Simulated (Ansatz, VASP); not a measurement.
# Al64CN63 (C_N): VASP beside Ansatz

Aim: how closely do two programs agree when they are given the same cell, functional and k mesh? The cell is taken from a series of runs on this material, whose earlier steps may have relaxed, scaled, displaced or heated it; both programs get it as it stands.

Calculated with Ansatz 0.2.0; plane waves, with VASP 6.6.1 beside it; single point at PBEsol.

## (1) Starting point

The cell holds 128 atoms: 64 Al, 63 N and 1 C. Its edges and angles: a = 14.686 Å, b = 14.686 Å, c = 11.753 Å, α = 125.1°, β = 125.1°, γ = 94.5°. It derives from AlN (AlN (P6_3mc)). Nearest the centre at fractional (0.554, 0.637, 0.750): C128 at 0.03 Å, Al27 at 1.88 Å, Al54 at 1.90 Å, Al31 at 1.90 Å, Al61 at 1.90 Å, Al58 at 3.01 Å, N117 at 3.10 Å, N80 at 3.10 Å. The cell carries charge −1.

## (2) VASP: single point, PBEsol, pair 1

With cell and atoms fixed, the geometry can't cause a difference; cores, projectors, grids and the points listed under the comparison can.

Lines of VASP's logs that name or quote its potential files are left out, and so is its time.

The input, INCAR:

```
SYSTEM = Al64CN63
PREC = Accurate
ENCUT = 520
EDIFF = 1E-06
NELM = 120
ISMEAR = 0
SIGMA = 0.01
LREAL = Auto
ALGO = Normal
GGA = PS
NELECT = 512
NBANDS = 352
LORBIT = 11
LWAVE = .FALSE.
LCHARG = .FALSE.
ISIF = 2
ISYM = 2
LASPH = .TRUE.
GGA_COMPAT = .FALSE.
EFERMI = MIDGAP
NCORE = 4
```

The input, POSCAR:

```
Al64CN63
1.0
   -9.3408219911      5.3929259761      9.9673533283
    9.3408219911     -5.3929259761      9.9673533283
    3.1136072640      5.3929260910     -9.9673533283
Al N C
64 63 1
Direct
    0.2079648140      0.0416074282      0.0001646454
    0.2083737506      0.2923653398      0.2510602170
[... 5 atom lines left out ...]
    0.4165629789      0.3339473619      0.2519157066
[... 3 atom lines left out ...]
    0.4590882638      0.2929072620      0.5015671310
[... 1 atom line left out ...]
    0.1660639436      0.3326986418      0.4998664682
[... 1 atom line left out ...]
    0.4159181503      0.3324333963      0.7498247841
[... 2 atom lines left out ...]
    0.4575644724      0.5409616576      0.2489480377
    0.4590186990      0.7912705688      0.9998112840
[... 2 atom lines left out ...]
    0.4160222594      0.5826569577      0.9997831000
[... 1 atom line left out ...]
    0.2090321991      0.5412840689      0.4998382842
[... 1 atom line left out ...]
    0.4593341931      0.5426041408      0.7498247841
    0.4576805558      0.7913527852      0.4990085860
[... 2 atom lines left out ...]
    0.4161903446      0.5830097766      0.4989011420
    0.4169636021      0.8321234180      0.7498247841
    0.7084967538      0.0421689833      0.0006409821
[... 1 atom line left out ...]
    0.9584412187      0.0418384040      0.2507015304
[... 1 atom line left out ...]
    0.6666250906      0.0837392090      0.2507021923
[... 9 atom lines left out ...]
    0.9167264059      0.0835470327      0.5010344557
[... 1 atom line left out ...]
    0.7073459168      0.5411649150      0.9980824371
    0.7071383177      0.7911299068      0.2485893511
[... 1 atom line left out ...]
    0.9588252239      0.7916817138      0.0002089263
[... 1 atom line left out ...]
    0.6671139867      0.8339334186      0.0007484261
    0.9170355292      0.5831017571      0.0000794672
    0.9144720564      0.8318564394      0.2477338616
    0.7084410816      0.5412975716      0.4994406418
    0.7044261481      0.7878056353      0.7498247841
[... 2 atom lines left out ...]
    0.6671966747      0.5833368007      0.7498247841
[... 6 atom lines left out ...]
    0.3003317883      0.3844583487      0.2445421724
[... 2 atom lines left out ...]
    0.2623849667      0.1789290565      0.2505197144
[... 8 atom lines left out ...]
    0.2592606582      0.4264856599      0.4982405944
[... 5 atom lines left out ...]
    0.0115516714      0.9280518424      0.2495631690
[... 4 atom lines left out ...]
    0.3007418686      0.6364844766      0.4964166003
[... 3 atom lines left out ...]
    0.2621835294      0.6784477032      0.7498247841
[... 6 atom lines left out ...]
    0.5118132865      0.4283134575      0.2500863992
[... 3 atom lines left out ...]
    0.5542895920      0.3847989211      0.4983096245
[... 3 atom lines left out ...]
    0.5108952301      0.4261504777      0.7498247841
[... 3 atom lines left out ...]
    0.5541500524      0.8898926604      0.0032329679
    0.8058047516      0.6363140808      0.0013399437
    0.8056143999      0.8897409604      0.2551073957
    0.5108448479      0.6780698496      0.0014089738
[... 1 atom line left out ...]
    0.7616900363      0.6782341262      0.2491298537
    0.7649373179      0.9331559414      0.0046741520
[... 3 atom lines left out ...]
    0.5100879500      0.6783065734      0.4949754161
    0.5120582403      0.9285231375      0.7498247841
    0.7652770541      0.6784612936      0.7498247841
[... 1 atom line left out ...]
    0.5551287731      0.6384827227      0.7498247841
```

The input, KPOINTS:

```
Points of the shifted mesh
1
Reciprocal
 0.2500000000  0.2500000000  0.2500000000 1
```

The projector-augmented-wave data sets are Al, N and C (PBE family, release 64).

Command:

```bash
$ mpirun -np 16 vasp_std
```

Numbers of over 12 decimals in the logs are rounded to 6 here.

The log of the run:

```text
[banner, memory and clock lines left out]
running   16 mpi-ranks, on    1 nodes
[...]
|                                                                             |
|               ----> ADVICE to this user running VASP <----                  |
|                                                                             |
|     You enforced a specific xc type in the INCAR file but a different       |
|     [... a line on the potential file left out ...]
|     I HOPE YOU KNOW WHAT YOU ARE DOING!                                     |
|                                                                             |

 LDA part: xc-table for (Slater+PW92), standard interpolation
 POSCAR, INCAR and KPOINTS ok, starting setup
[...]
entering main loop
       N       E                     dE             d eps       ncg     rms          rms(c)
DAV:   1     0.213494271505E+04    0.21349E+04   -0.23733E+05   704   0.132E+03
DAV:   2    -0.892865487614E+03   -0.30278E+04   -0.28861E+04   872   0.269E+02
DAV:   3    -0.113169458044E+04   -0.23883E+03   -0.23689E+03   856   0.781E+01
DAV:   4    -0.113543072638E+04   -0.37361E+01   -0.37246E+01   824   0.106E+01
DAV:   5    -0.113550684537E+04   -0.76119E-01   -0.76047E-01   864   0.144E+00BRMIX: very serious problems
 the old and the new charge density differ
 old charge density:   511.00000 new  512.00000
    0.663E+01
DAV:   6    -0.993679835486E+03    0.14183E+03   -0.56093E+02   824   0.325E+01    0.241E+01
DAV:   7    -0.992720386886E+03    0.95945E+00   -0.18427E+01   816   0.631E+00    0.161E+01
DAV:   8    -0.991618620931E+03    0.11018E+01   -0.16771E+00   824   0.268E+00    0.207E+00
DAV:   9    -0.991536067465E+03    0.82553E-01   -0.32803E-01   848   0.810E-01    0.122E+00
[...]
DAV:  14    -0.991540718252E+03    0.99532E-05   -0.30448E-05   856   0.102E-02    0.212E-02
DAV:  15    -0.991540717267E+03    0.98526E-06   -0.15899E-05   848   0.848E-03    0.618E-03
DAV:  16    -0.991540717658E+03   -0.39114E-06   -0.39877E-06   672   0.361E-03
   1 F= -.99154072E+03 E0= -.99154072E+03  d E =0.000000E+00
```

From OUTCAR (step 2):

```text
  FREE ENERGIE OF THE ION-ELECTRON SYSTEM (eV)
  ---------------------------------------------------
  free  energy   TOTEN  =      -991.5407176584 eV

  energy  without entropy=     -991.5407176584  energy(sigma->0) =     -991.54071766
```

The run ends at a pressure of 1.82 GPa, with forces up to 0.016 eV/Å.

## (3) Ansatz: single point, PBEsol, pair 1

Ansatz runs on PAW files that the input asks for by source.

The same cell, functional and mesh now go to Ansatz.

The input, input.yaml:

```yaml
crystal:
  checkpoint: "../qm1.relax.run"
  host: checkpoint
total_charge: -1
basis:
  ecutwfc: 950
  xc_grid: 2
hamiltonian:
  xc: pbesol
  pseudopotentials: { kind: paw, source: ansatz }
kpoints:
  mp_grid: { grid: [1, 1, 1], shift: [0.25, 0.25, 0.25] }
scf:
  occupations: { method: fixed }
  max_iter: 100
output:
  forces: true
  charged_corrections:
    epsilon: [4.49, 4.49, 4.72]
    static_epsilon: [8.15, 8.15, 9.65]
    defect_position: [0.553575, 0.636908, 0.75]
  eigenvalues: true
checkpoint:
  write: "../qm1.fhard.run"
  compress: false
  write_wavefunctions: false
  write_every: 100000
```

Command:

```bash
$ ansatz run input.yaml --threads 8 --pin off --max-ram 18841MiB --backend cpu --events-out ev --progress --plain --runs-dir out
```

The log of the run:

```text
Warning: the atoms were moved onto the symmetric positions of the space group found under crystal.symmetry.tolerance 1.0e-5 (fractional; no operation is sought that the atoms, as they stand in a round, miss by more than twice it, and no atom is moved by as much as it), and the run uses the moved positions. Before a round's move an operation carried an atom to 5.73e-5 Å from where it should land, the largest such dist [...]
[...]
atom  86  Al    -0.00019271     0.00112425     0.00076973
  atom  87  Al     0.00073729     0.00016957     0.00140171
  atom  88  Al    -0.00026415     0.00015251     0.00068863
  atom  89  N     -0.00001757     0.00001015    -0.00000259
  atom  90  N      0.00306590    -0.00174296    -0.00160882
  atom  91  N     -0.00047774    -0.00047714    -0.00137216
  atom  92  N      0.00054595    -0.00031520    -0.00133105
  atom  93  N     -0.00001428     0.00039808    -0.00047680
  atom  94  N     -0.00054669     0.00031563     0.00328644
  atom  95  N     -0.00039638     0.00022885    -0.00115609
  atom  96  N      0.00068381    -0.00013863    -0.00039164
  atom  97  Al    -0.00053624     0.00151522    -0.00069970
  atom  98  Al     0.00090378     0.00183331    -0.00015347
  atom  99  Al     0.00042085    -0.00003629     0.00038904
  atom 100  Al    -0.00035764     0.00150736     0.00077019
  atom 101  Al    -0.00019558     0.00014174     0.00030772
  atom 102  Al     0.00833792     0.00427007     0.00337112
  atom 103  Al    -0.00106998    -0.00039523     0.00076973
  atom 104  Al    -0.00063007     0.00275675     0.00094312
  atom 105  N      0.00041018     0.00017434    -0.00063267
  atom 106  N     -0.00324543    -0.00149331    -0.00198351
  atom 107  N      0.00304240    -0.00178366    -0.00160882
  atom 108  N     -0.00277684    -0.00193301    -0.00195073
  atom 109  N     -0.00003414     0.00020060     0.00292888
[...]
atom 121  C     -0.00036785     0.00021238    -0.00084123
  atom 122  N     -0.00042307     0.00029386    -0.00094436
  atom 123  N      0.00029789     0.00019479    -0.00104246
  atom 124  N      0.00009176    -0.00005298     0.00075078
  atom 125  N     -0.00013764     0.00346288    -0.00223068
  atom 126  N     -0.00108646     0.00062727    -0.00101065
  atom 127  N      0.00316552    -0.00182762    -0.00218016
  atom 128  N     -0.00013160     0.00007856    -0.00058808
  max |Σ_I F_I| component: 3.34e-4 eV/Å
--- Charged-cell corrections in eV (Makov–Payne, q = -1.000 e, ε = [4.490, 4.490, 4.720] of the electrons, [8.150, 8.150, 9.650] with the ions) ---
  F (periodic)     = -179024.775136  (uncorrected; the corrections below are reported, never added to it)
  E_corr1          = +0.412309  (monopole, q²α_M/2ε̄L, of the cell on which ε is isotropic)
  F Makov-Payne    = n/a  (the rows are of the electrons' constant alone; ansatz place-levels tells what screens the charge)
  no potential alignment in this run, which stands beside a crystal: run the host's input off ansatz write-host-input, and read the two finished runs by ansatz place-levels (neither reads a slab, a wire or a sheet, whose cell leaves a vacuum)
--- Band table (eV) ---
  k-point 0: bands = ["-91.5824", "-91.5820", "-91.5819", "-91.5794", "-91.5761", "-91.5726", "-91.5725", "-91.5693", "-91.5690", "-91.5661", "-91.5660", "-91.5656", "-91.5654", "-91.5625", "-91.5616", "-91.5615", "-91.5595", "-91.5595", "-91.5586", "-91.5584", "-91.5583", "-91.5582", "-91.5582", "-91.5572", "-91.5572", "-91.5527", "-91.5525", "-91.5487", "-91.5399", "-91.5399", "-91.5356", "-91.5341", "-91.5340", "- [...]
```

## (4) Comparison

Known differences besides the potentials themselves: fixed occupations in Ansatz, narrow Gaussian smearing in VASP; the cutoff is 950 eV in Ansatz and 520 eV in VASP (PREC = Accurate, projectors in real space); Ansatz makes its cores anew for this functional, VASP keeps those of its PBE data sets. Total energies have different zeros and are not compared.

Both answers:

```
              quantity  Ansatz   VASP  difference
gap on the k mesh (eV)   4.388  4.377      +0.011
```

At this near-relaxed geometry the largest component of a force difference is 8 meV/Å. A gap on the mesh is an upper bound, since the band edges may lie between its points. The cell carries a charge of -1 e against a uniform background, so its pressure also hangs on how the neutralising background is counted, and in a defect's cell a gap may be the spacing between its levels.

## (5) Ansatz: single point, PBEsol, pair 2

A single point gives forces, pressure and levels at one fixed geometry, so differences don't come from the geometry; what else differs is listed under the comparison.

The cell is taken from a series of runs on this material, whose earlier steps may have relaxed, scaled, displaced or heated it; both programs get it as it stands.

input.yaml, the sections that differ from step 3:

```yaml
crystal:
  checkpoint: "../q0_M1.relax.run"
  host: checkpoint
basis:
  ecutwfc: 1200
  xc_grid: 2
hamiltonian:
  xc: pbesol
  pseudopotentials: { kind: nc }
magnetization:
  spin_polarized: true
  initial_magnetization: 1
  spin_locking: { lock_magnetization: hard }
checkpoint:
  write: "../q0_M1.fnc.run"
  compress: false
  write_wavefunctions: false
  write_every: 100000
# kpoints, scf, output: as in step 3
# total_charge: removed
```

The log of the run:

```text
crystal.checkpoint: the structure is that of <dir>, a `relax` run, at its step 11: its result, under pbesol at a charge of 0 e; 128 atoms read, 1 with a starting moment; this run starts in the magnetic order that was found there; no density is read with it (checkpoint.read); crystal.structure_sha256 for this input is
[...]
Crystal: 128 atoms, lattice volume = 1338.931 Å³
Basis set: ecut = 1200 eV, 126419 PW (Γ), exchange–correlation on 360×360×270 points (8 copies of the dense FFT grid, shifted against one another)
[...]
atom 105  N     -0.00051205     0.00101103    -0.00230192
  atom 106  N     -0.00461858     0.00012577     0.00121533
[...]
atom 125  N      0.00056199    -0.00398016    -0.01104297
  atom 126  N     -0.00085715    -0.00207419    -0.00115046
  atom 127  N     -0.00369141     0.00319970    -0.00812842
  atom 128  N      0.00110467    -0.00026734    -0.00129616
  max |Σ_I F_I| component: 8.12e-6 eV/Å
--- Band table (eV) ---
  k-point 0 ↑: bands = [... 252 lower, 6.7537, 6.9958, 7.0756, 7.1963, 12.1532, 12.1612, 12.2381, 12.2480, ... 124 higher]
  k-point 0 ↓: bands = [... 252 lower, 6.7661, 7.2358, 7.3601, 7.7379, 12.1571, 12.1696, 12.2410, 12.2515, ... 124 higher]
```

(Continued in part 2 of 2.)

[Lines on the potential files, build, host, timing and source positions are cut from VASP's logs without a mark.]

[Logs are printed without paths, hosts, clocks, repeated set-up lines and the standing remarks that a program may print on its own settings, such as how far it seeks lower states.]

[Hosts, paths, dates, database ids (printed as entryN), source tags and the programs' standing remarks are cut or masked in the printed files.]
